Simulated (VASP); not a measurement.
# Y (P6_3/mmc) in VASP: notebook

One crystal, Y, is run at these levels: PBEsol, RPBE; tasks: single point, relaxation of cell and atoms.

All numbers are computed with VASP 6.6.1; they aren't measurements. Logs are shortened: lines on timing, memory, paths and dates and some standing lists are left out, and cuts for length are marked.

## (1) The structure

It takes space group P6_3/mmc (No. 194, hexagonal). Conventional cell: a = 3.643 Å, b = 3.643 Å, c = 5.879 Å, α = 90.00°, β = 90.00°, γ = 120.00°. Y (site symmetry -6m2) has 12 Y at 3.61 to 3.64 Å as nearest neighbours.

## (2) Single point, PBEsol

INCAR reads:

```
SYSTEM = Y
PREC     = Accurate       ! precision mode
ENCUT    = 520            ! plane-wave cutoff, eV
EDIFF    = 1E-6           ! SCF threshold, eV
ISMEAR   = 0              ! smearing method
SIGMA    = 0.1            ! smearing width, eV
LREAL    = .False.        ! projectors in reciprocal space
LASPH    = .True.         ! aspherical terms in the spheres
NELM     = 60             ! most SCF steps
ALGO     = Fast           ! electronic algorithm
ISIF     = 2              ! what is computed and relaxed
LWAVE    = .False.        ! write WAVECAR
LCHARG   = .False.        ! write CHGCAR
GGA      = PS             ! functional
NBANDS   = 18             ! bands
```

KPOINTS reads:

```
regular mesh
0
Gamma
  15 15 8
  0 0 0
```

POSCAR reads:

```
Y
1.0
    3.6425693900      0.0000000000      0.0000000000
   -1.8212847000      3.1545576300      0.0000000000
    0.0000000000      0.0000000000      5.8791583500
Y
2
Direct
    0.3333333300      0.6666666700      0.2500000000
    0.6666666700      0.3333333300      0.7500000000
```

Potentials or basis: VASP PAW PBE potentials, release 64 (Y_sv).

Started as:

```
> cat potpaw_PBE.64/Y_sv/POTCAR > POTCAR
> mpirun -np 1 vasp_std > vasp.out
```

OUTCAR:

```text
SYSTEM = Y
   PREC = Accurate
   ENCUT = 520
   EDIFF = 1E-6
   ISMEAR = 0
   LREAL = .False.
   LASPH = .True.
   NELM = 60
   ISIF = 2
   GGA = PS

 ion  position               nearest neighbor table
   1  0.333  0.667  0.250-   2 3.61   2 3.61   2 3.61   2 3.61   2 3.61   2 3.61
   2  0.667  0.333  0.750-   1 3.61   1 3.61   1 3.61   1 3.61   1 3.61   1 3.61

  LATTYP: Found a hexagonal cell.
 ALAT       =     3.6425693900
 C/A-ratio  =     1.6140140984

  Lattice vectors:

 A1 = (   3.6425693900,   0.0000000000,   0.0000000000)
 A2 = (  -1.8212847000,   3.1545576300,   0.0000000000)
 A3 = (   0.0000000000,   0.0000000000,   5.8791583500)

Analysis of symmetry for initial positions (statically):
=====================================================================
 Subroutine PRICEL returns:
 Original cell was already a primitive cell.

 Routine SETGRP: Setting up the symmetry group for a
 hexagonal supercell.

 Subroutine GETGRP returns: Found 24 space group operations
 (whereof 12 operations were pure point group operations)
 out of a pool of 24 trial point group operations.

The static configuration has the point symmetry D_3d.
 The point group associated with its full space group is D_6h.

Analysis of symmetry for dynamics (positions and initial velocities):
=====================================================================
 Subroutine PRICEL returns:
 Original cell was already a primitive cell.

 Routine SETGRP: Setting up the symmetry group for a
 hexagonal supercell.

 Subroutine GETGRP returns: Found 24 space group operations
 (whereof 12 operations were pure point group operations)
 out of a pool of 24 trial point group operations.

The dynamic configuration has the point symmetry D_3d.
 The point group associated with its full space group is D_6h.

 Subroutine INISYM returns: Found 24 space group operations
 (whereof 12 operations are pure point group operations),
 and found     1 'primitive' translations

----------------------------------------------------------------------------------------

                                     Primitive cell

  volume of cell :      67.5556

  direct lattice vectors                    reciprocal lattice vectors
     3.642569390  0.000000000  0.000000000     0.274531489  0.158500830  0.000000000
    -1.821284700  3.154557630  0.000000000     0.000000000  0.317001658  0.000000000
     0.000000000  0.000000000  5.879158350     0.000000000  0.000000000  0.170092374

  length of vectors
     3.642569390  3.642569395  5.879158350     0.317001659  0.317001658  0.170092374

  position of ions in fractional coordinates (direct lattice)
     0.333333330  0.666666670  0.250000000
     0.666666670  0.333333330  0.750000000

  ion indices of the primitive-cell ions
   primitive index   ion index
                 1           1
                 2           2

----------------------------------------------------------------------------------------

 KPOINTS: regular mesh

Automatic generation of k-mesh.
 Grid dimensions read from file:
 generate k-points for:   15   15    8

 Generating k-lattice:

  Cartesian coordinates                     Fractional coordinates (reciprocal lattice)
     0.018302099  0.010566722  0.000000000     0.066666667 -0.000000000  0.000000000
     0.000000000  0.021133444  0.000000000     0.000000000  0.066666667  0.000000000
     0.000000000  0.000000000  0.021261547     0.000000000  0.000000000  0.125000000

  Length of vectors
     0.021133444  0.021133444  0.021261547

  Shift w.r.t. Gamma in fractional coordinates (k-lattice)
     0.000000000  0.000000000  0.000000000

 Subroutine IBZKPT returns following result:
 ===========================================

 Found    135 irreducible k-points:

 Following reciprocal coordinates:
            Coordinates               Weight
  0.000000  0.000000  0.000000      1.000000
  0.066667  0.000000  0.000000      6.000000
  0.133333  0.000000  0.000000      6.000000
  0.200000 -0.000000  0.000000      6.000000
  0.266667  0.000000  0.000000      6.000000
  0.333333  0.000000  0.000000      6.000000
[... 16 lines left out ...]
  0.333333  0.200000  0.000000     12.000000
  0.400000  0.200000  0.000000      6.000000
 [... further k-points ...]
   k-points           NKPTS =    135   k-points in BZ     NKDIM =    135   number of bands    NBANDS=     18
   number of dos      NEDOS =    301   number of ions     NIONS =      2
   total plane-waves  NPLWV =  37632
   dimension x,y,z NGX =    28 NGY =   28 NGZ =   48
   dimension x,y,z NGXF=    56 NGYF=   56 NGZF=   96
   ions per type =               2
   NGX,Y,Z   is equivalent  to a cutoff of  12.78, 12.78, 13.57 a.u.
   NGXF,Y,Z  is equivalent  to a cutoff of  25.56, 25.56, 27.15 a.u.
 SYSTEM =  Y
   PREC   = accura    normal or accurate (medium, high low for compatibility)
   ISTART =      0    job   : 0-new  1-cont  2-samecut
   ICHARG =      2    charge: 1-file 2-atom 10-const
   ISPIN  =      1    spin polarized calculation?
   LNONCOLLINEAR =      F non collinear calculations
   LSORBIT =      F    spin-orbit coupling
   LASPH  =      T    aspherical Exc in radial PAW
   ENCUT  =  520.0 eV  38.22 Ry    6.18 a.u.   6.77  6.77 10.93*2*pi/ulx,y,z
   NELM   =     60;   NELMIN=  2; NELMDL= -5     # of ELM steps
   EDIFF  = 0.1E-05   stopping-criterion for ELM
   LREAL  =      F    real-space projection
   EDIFFG = 0.1E-04   stopping-criterion for IOM
   NSW    =      0    number of steps for IOM
   IBRION =     -1    ionic relax: 0-MD 1-quasi-New 2-CG
   NFREE  =      0    steps in history (QN), initial steepest desc. (CG)
   ISIF   =      2    stress and relaxation
   ISYM   =      2    0-nonsym 1-usesym 2-fastsym
   POTIM  = 0.5000    time-step for ionic-motion
   TEBEG  =    0.0;   TEEND  =   0.0 temperature during run
   PSTRESS=    0.0 pullay stress
   NELECT =      22.0000    total number of electrons
   NUPDOWN=      -1.0000    fix difference up-down
   EMIN   =  10.00;   EMAX   =-10.00  energy-range for DOS
   EFERMI =   0.00;   METHOD = LEGACY
   ISMEAR =     0;   SIGMA  =   0.10  broadening in eV -4-tet -1-fermi 0-gaus
   EFERMI_NEDOS =   21; number of points for ismear=-14 and -15
   IALGO  =     68    algorithm
   IMIX   =      4    mixing-type and parameters
     AMIX     =   0.40;   BMIX     =  1.00
     AMIX_MAG =   1.60;   BMIX_MAG =  1.00
  volume/ion in A,a.u.               =      33.78       227.94
  Fermi-wavevector in a.u.,A,eV,Ry     =   1.126320  2.128437 17.260315  1.268597
  Thomas-Fermi vector in A             =   2.263002
   LORBIT       =      0    0 simple, 1 ext, 2 COOP (PROOUT), +10 PAW based schemes
   GGA     = PS    functional components
   LHFCALC =     F    Hartree Fock is set to
   AEXX    =    0.0000 exact exchange contribution
   IVDW    =     0    specifies the selected vdW correction
   LEPSILON=     F    determine dielectric tensor
   LRPA    =     F    only Hartree local field effects (RPA)
 non-spin polarized calculation
 RMM-DIIS sequential band-by-band and
 Gauss-broadening in eV      SIGMA  =   0.10
  energy-cutoff  :      520.00
  volume of cell :       67.56
 maximum number of plane-waves:      1840
 NGX is ok and might be reduce to    28
   NGX = 13   NGY = 13   NGZ = 21

 number of electron      22.0000001 magnetization

 Free energy of the ion-electron system (eV)
  ---------------------------------------------------
  ext. energy  EPLUGINS =         0.00000000
  ---------------------------------------------------
  free energy    TOTEN  =       -13.58693352 eV

  energy without entropy =      -13.56530597  energy(sigma->0) =      -13.57611975

 E-fermi :   2.7625     XC(G=0):  -9.4253

 val. band max:        2.7620683794   @ k =   0.2000   0.2000   0.2500
 cond. band min:       2.7639122118   @ k =   0.2000   0.2000   0.3750
 fundamental gap:      0.0018438324
 Fermi energy:         2.7625167682

 k-point     1 :       0.0000    0.0000    0.0000
  band No.  band energies     occupation
      1     -39.9135      2.00000
      2     -39.8551      2.00000
      3     -20.1599      2.00000
      4     -19.7262      2.00000
      5     -19.7262      2.00000
      6     -19.6551      2.00000
[... 10 lines left out ...]
     17       5.6203      0.00000
     18       5.6203      0.00000

 k-point     2 :       0.0667    0.0000    0.0000
  band No.  band energies     occupation
      1     -39.9115      2.00000
      2     -39.8542      2.00000
      3     -20.1527      2.00000
      4     -19.7425      2.00000
      5     -19.7315      2.00000
      6     -19.6720      2.00000
[... 10 lines left out ...]
     17       5.4796      0.00000
     18       5.5295      0.00000

 k-point     3 :       0.1333    0.0000    0.0000
  band No.  band energies     occupation
      1     -39.9055      2.00000
      2     -39.8515      2.00000
      3     -20.1317      2.00000
      4     -19.7884      2.00000
      5     -19.7460      2.00000
      6     -19.7193      2.00000
[... 10 lines left out ...]
     17       5.3076      0.00000
     18       5.3689      0.00000

 k-point     4 :       0.2000   -0.0000    0.0000
  band No.  band energies     occupation
      1     -39.8965      2.00000
      2     -39.8479      2.00000
      3     -20.0988      2.00000
      4     -19.8562      2.00000
      5     -19.7871      2.00000
      6     -19.7667      2.00000
[... 375 lines left out ...]
      4     -19.9786      2.00000
      5     -19.9565      2.00000
      6     -19.8570      2.00000
[... 10 lines left out ...]
     17       7.1309      0.00000
     18       7.7048      0.00000

 k-point    23 :       0.3333    0.2000    0.0000
  band No.  band energies     occupation
      1     -39.8555      2.00000
      2     -39.8398      2.00000
      3     -20.0507      2.00000
      4     -19.9824      2.00000
      5     -19.9174      2.00000
      6     -19.8916      2.00000
[... 10 lines left out ...]
     17       7.3724      0.00000
     18       7.6194      0.00000

 k-point    24 :       0.4000    0.2000    0.0000
  band No.  band energies     occupation
      1     -39.8524      2.00000
      2     -39.8405      2.00000
      3     -20.0621      2.00000
      4     -19.9805      2.00000
      5     -19.9072      2.00000
      6     -19.8985      2.00000
[... 10 lines left out ...]
     17       7.4973      0.00000
     18       7.6173      0.00000

 [... further k-points ...]

------------------------ aborting loop because EDIFF is reached ----------------------------------------

  FORCE on cell =-STRESS in cart. coord.  units (eV):
  Direction    XX          YY          ZZ          XY          YZ          ZX
  --------------------------------------------------------------------------------------
  -------------------------------------------------------------------------------------
  Total       -0.9602194     -0.9602194     -1.8484185      0.0000000      0.0000000      0.0000000
  in kB      -22.7729655    -22.7729655    -43.8378682      0.0000000      0.0000000      0.0000000
  external PRESSURE =     -29.7945997 kB  Pullay stress =       0.0000000 kB

 VOLUME and BASIS-vectors are now :
 -----------------------------------------------------------------------------
  energy-cutoff  :      520.00
  volume of cell :       67.56
      direct lattice vectors                 reciprocal lattice vectors
     3.642569390  0.000000000  0.000000000     0.274531489  0.158500830  0.000000000
    -1.821284700  3.154557630  0.000000000     0.000000000  0.317001658  0.000000000
     0.000000000  0.000000000  5.879158350     0.000000000  0.000000000  0.170092374

 POSITION                                       TOTAL-FORCE (eV/Angst)
 -----------------------------------------------------------------------------------
     -0.00000      2.10304      1.46979        -0.000000      0.000000      0.000000
      1.82128      1.05152      4.40937         0.000000     -0.000000      0.000000
 -----------------------------------------------------------------------------------
    total drift:                               -0.000005      0.000003     -0.000000

  FREE ENERGIE OF THE ION-ELECTRON SYSTEM (eV)
  ---------------------------------------------------
  free  energy   TOTEN  =       -13.5869335243 eV

  energy  without entropy=      -13.5653059669  energy(sigma->0) =      -13.57611975
```

Run time: 2 min. Hardware: 1 thread of Intel Xeon 6975P-C (Granite Rapids), shared host; peak memory 0.3 GiB.

Results:

```
Free energy            : -13.5869 eV
Pressure               : -3.0 GPa
Band gap on the k mesh : none (metal or under the smearing width)
```

Caveat: the PAW data sets were made with another functional, which shifts forces and pressure a little.

## (3) Relaxation of cell and atoms, PBEsol

INCAR reads:

```
SYSTEM = Y
ALGO = Fast
EDIFF = 1E-7
EDIFFG = -0.005
ENCUT = 580
GGA = PS
IBRION = 2
ISIF = 3
ISMEAR = 0
LASPH = .TRUE.
LCHARG = .FALSE.
LREAL = .FALSE.
LWAVE = .FALSE.
NELM = 60
NSW = 90
PREC = Accurate
SIGMA = 0.1
```

KPOINTS reads:

```
k-points
0
G
  15 15 8
  0 0 0
```

POSCAR is that of step 2.

Potentials or basis: VASP PAW PBE potentials, release 64 (Y_sv).

Started as:

```
> cat potpaw_PBE.64/Y_sv/POTCAR > POTCAR
> mpirun -np 1 vasp_std > vasp.out
```

Run time: 15 min. Hardware: 1 thread of Intel Xeon 6975P-C (Granite Rapids), shared host; peak memory 0.37 GiB.

The run converged. Its results:

```
Free energy                            : -13.6497 eV
Relaxed volume                         : 31.21 Å³/atom
Relaxed cell                           : a = 3.595 Å, b = 3.595 Å, c = 5.578 Å, α = 90.00°, β = 90.00°, γ = 120.00°
Space group after relaxing (to 0.05 Å) : P6_3/mmc (No. 194)
Energy gained by relaxing              : 31.4 meV/atom
Ionic steps                            : 11
Pressure after relaxing                : 0.0 GPa
Band gap on the k mesh                 : none (metal or under the smearing width)
```

The path:
```
step  energy change (eV)  largest force (eV/Å)  pressure (GPa)  volume (Å³)
   1              0.0000                0.0000           -2.98        67.56
   2             -0.0590                0.0000            0.55        61.59
   3             -0.0596                0.0000            0.19        62.11
   4             -0.0621                0.0000            0.10        62.26
   5             -0.0627                0.0000            0.03        62.39
   6             -0.0627                0.0000            0.04        62.38
   7             -0.0391                0.0000            0.07        62.38
   8             -0.0627                0.0000           -0.05        62.51
   9             -0.0627                0.0000           -0.06        62.51
  10             -0.0627                0.0000           -0.02        62.44
  11             -0.0627                0.0000            0.02        62.42
```

Final structure:
```
Y
1.0
     3.59476    0.00000    0.00000
    -1.79738    3.11316    0.00000
     0.00000    0.00000    5.57776
Y
2
Cartesian
  0.0000 2.0754 1.3944
  1.7974 1.0377 4.1833
```

Levels at points of the mesh, in eV from the Fermi level:
| k point | band 9 | band 10 | band 11 | band 12 | band 13 | band 14 |
| --- | --- | --- | --- | --- | --- | --- |
| (0.00, 0.00, 0.00) | -4.77 | -1.93 | 1.15 | 1.77 | 1.77 | 2.19 |
| (0.00, 0.00, 0.50) | -3.25 | -3.25 | 1.02 | 1.02 | 1.67 | 1.67 |

Caveat: the PAW data sets were made with another functional, which shifts forces and pressure a little.

## (4) Relaxation of cell and atoms, PBEsol

Changes to INCAR since step 3:

```diff
@@ -4,3 +4,3 @@
 EDIFFG = -0.005
-ENCUT = 580
+ENCUT = 480
 GGA = PS
```

KPOINTS is that of step 3.

POSCAR is that of step 3.

Started as:

```
> cat potpaw_PBE.64/Y_sv/POTCAR > POTCAR
> mpirun -np 1 vasp_std > vasp.out
```

It took 13 min on 1 thread of Intel Xeon 6975P-C (Granite Rapids), shared host; peak memory 0.3 GiB.

Results (log left out):

- Free energy: -13.6496 eV
- Relaxed volume: 31.21 Å³/atom
- Relaxed cell: a = 3.595 Å, b = 3.595 Å, c = 5.578 Å, α = 90.00°, β = 90.00°, γ = 120.00°
- Space group after relaxing (to 0.05 Å): P6_3/mmc (No. 194)
- Energy gained by relaxing: 31.4 meV/atom
- Ionic steps: 11
- Pressure after relaxing: 0.0 GPa
- Band gap on the k mesh: none (metal or under the smearing width)

The path:
| step | energy change (eV) | largest force (eV/Å) | pressure (GPa) | volume (Å³) |
| --- | --- | --- | --- | --- |
| 1 | 0.0000 | 0.0000 | -2.98 | 67.56 |
| 2 | -0.0591 | 0.0000 | 0.56 | 61.58 |
| 3 | -0.0597 | 0.0000 | 0.19 | 62.11 |
| 4 | -0.0622 | 0.0000 | 0.10 | 62.26 |
| 5 | -0.0628 | 0.0000 | 0.03 | 62.39 |
| 6 | -0.0628 | 0.0000 | 0.04 | 62.38 |
| 7 | -0.0628 | 0.0000 | 0.04 | 62.37 |
| 8 | -0.0628 | 0.0000 | -0.01 | 62.45 |
| 9 | -0.0628 | 0.0000 | 0.03 | 62.42 |
| 10 | -0.0628 | 0.0000 | -0.02 | 62.44 |
| 11 | -0.0628 | 0.0000 | 0.00 | 62.43 |

Final structure:
```
Y
1.0
     3.59476    0.00000    0.00000
    -1.79738    3.11315    0.00000
     0.00000    0.00000    5.57831
Y
2
Cartesian
  0.0000 2.0754 1.3946
  1.7974 1.0377 4.1837
```

Levels at points of the mesh, in eV from the Fermi level:
| k point | band 9 | band 10 | band 11 | band 12 | band 13 | band 14 |
| --- | --- | --- | --- | --- | --- | --- |
| (0.00, 0.00, 0.00) | -4.77 | -1.93 | 1.14 | 1.77 | 1.77 | 2.19 |
| (0.00, 0.00, 0.50) | -3.25 | -3.25 | 1.02 | 1.02 | 1.67 | 1.67 |

Caveat: the PAW data sets were made with another functional, which shifts forces and pressure a little.

## (5) Relaxation of cell and atoms, RPBE

Changes to INCAR since step 4:

```diff
@@ -4,4 +4,4 @@
 EDIFFG = -0.005
-ENCUT = 480
-GGA = PS
+ENCUT = 600
+GGA = RP
 IBRION = 2
```

KPOINTS is that of step 4.

POSCAR is that of step 4.

Started as:

```
> cat potpaw_PBE.64/Y_sv/POTCAR > POTCAR
> mpirun -np 1 vasp_std > vasp.out
```

Wall time 12 min (1 thread of Intel Xeon 6975P-C (Granite Rapids), shared host); peak memory 0.35 GiB.

It converged, with:

```yaml
Free_energy: -12.2326 eV
Relaxed_volume: 34.01 Å³/atom
Relaxed_cell: a = 3.697 Å, b = 3.697 Å, c = 5.747 Å, α = 90.00°, β = 90.00°, γ = 120.00°
Space_group_after_relaxing_to_0.05_Å: P6_3/mmc (No. 194)
Energy_gained_by_relaxing: 6.1 meV/atom
Ionic_steps: 7
Pressure_after_relaxing: 0.0 GPa
Band_gap_on_the_k_mesh: none (metal or under the smearing width)
```

Step by step:
```csv
step,energy change (eV),largest force (eV/Å),pressure (GPa),volume (Å³)
1,0.0000,0.0000,0.31,67.56
2,-0.0100,0.0000,-0.07,68.18
3,-0.0116,0.0000,-0.27,68.53
4,-0.0121,0.0000,0.04,67.94
5,-0.0121,0.0000,0.03,68.02
6,-0.0121,0.0000,-0.07,68.05
7,-0.0121,0.0000,0.01,68.03
```

Final structure:
```yaml
crystal:
  lattice:
    - [3.69701, 0.00000, 0.00000]
    - [-1.84850, 3.20170, 0.00000]
    - [0.00000, 0.00000, 5.74704]
  atoms:
    - { symbol: Y, position: [0.33333, 0.66667, 0.25000] }
    - { symbol: Y, position: [0.66667, 0.33333, 0.75000] }
```

Levels at points of the mesh, in eV from the Fermi level:
```csv
k point,band 9,band 10,band 11,band 12,band 13,band 14
"(0.00, 0.00, 0.00)",-4.61,-1.77,0.82,1.73,1.73,2.09
"(0.00, 0.00, 0.50)",-3.21,-3.21,0.98,0.98,1.64,1.64
```

Caveat: the PAW data sets were made with another functional, which shifts forces and pressure a little.

## (6) Summary

| task | level | cell | cutoff (eV) | gap on the mesh (eV) | pressure (GPa) | relaxed volume (Å³/atom) |
| --- | --- | --- | --- | --- | --- | --- |
| single point | PBEsol | as given | 520 | none | -3.0 | - |
| relaxation of cell and atoms | PBEsol | relaxed | 580 | none | 0.0 | 31.21 |
| relaxation of cell and atoms | PBEsol | relaxed | 480 | none | 0.0 | 31.21 |
| relaxation of cell and atoms | RPBE | relaxed | 600 | none | 0.0 | 34.01 |

Alike in all rows: potentials or basis VASP PAW PBE potentials, release 64 (Y_sv); no spin polarisation; k mesh 15 × 15 × 8; smearing gaussian 0.1 eV.

Caveats: the PAW data sets were made with another functional, which shifts forces and pressure a little.

Absolute energies hang on the potentials; compare differences alone.
